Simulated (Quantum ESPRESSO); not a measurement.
BaTiO3:

```
CELL_PARAMETERS angstrom
4.00600 0.00000 0.00000
0.00000 4.00600 0.00000
0.00000 0.00000 4.00600
ATOMIC_POSITIONS crystal
Ba 0.50000 0.50000 0.50000
Ti 0.00000 0.00000 0.00000
O 0.00000 0.00000 0.50000
O 0.00000 0.50000 0.00000
O 0.50000 0.00000 0.00000
```

Base run:

- Program: Quantum ESPRESSO 7.5
- Functional: PBE
- Potentials or basis: PseudoDojo 0.4.1 SR PBE standard
- Cutoff: 1143 eV
- Density cutoff: 4572 eV
- k mesh: 6 × 6 × 6, shifted
- Occupations: fermi-dirac, width 0.05 eV
- Spin: no spin polarisation

Its results: pressure 1.9 GPa; electronic dielectric tensor (diagonal) 6.59.

Question: The run is repeated on the same cell with these changes: functional from PBE to LDA; potentials or basis from PseudoDojo 0.4.1 SR PBE standard to PseudoDojo 0.4.1 SR LDA standard. What comes out?

Answer: Pressure -9.0 GPa; electronic dielectric tensor (diagonal) 6.69.

Caveats: this release of the barium file is off; the cell is more than 3 GPa from zero pressure, which shifts response properties (some runs).
